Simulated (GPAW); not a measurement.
Ti2O:

```
Ti O
1.0
     2.91940    0.00000    0.00000
    -1.45970    2.52827    0.00000
     0.00000    0.00000    4.71300
Ti O
2 1
Direct
  0.33333 0.66667 0.72126
  0.66667 0.33333 0.27874
  0.00000 0.00000 0.00000
```

Base run:

```yaml
Program: GPAW 26.7.0
Functional: PBEsol
Potentials_or_basis: PAW data sets generated in the run's folder for this functional
Cutoff: 800 eV
Basis: pw
k_mesh: 10 × 10 × 6
Occupations: fermi-dirac, width 0.05 eV
Spin: no spin polarisation
```

Its results: pressure 5.3 GPa; largest force 1.273 eV/Å.

Q: The run is repeated on the same cell with these changes: functional from PBEsol to LDA; potentials or basis from PAW data sets generated in the run's folder for this functional to the program's PAW data sets (release 1.2.1) made for this functional. What comes out?

A: Pressure -1.0 GPa; largest force 1.389 eV/Å.

Caveats: forces of over 1 eV/Å show positions far from the minimum, so gaps and moduli don't describe the material at rest.

Not every run made on this cell is shown here.
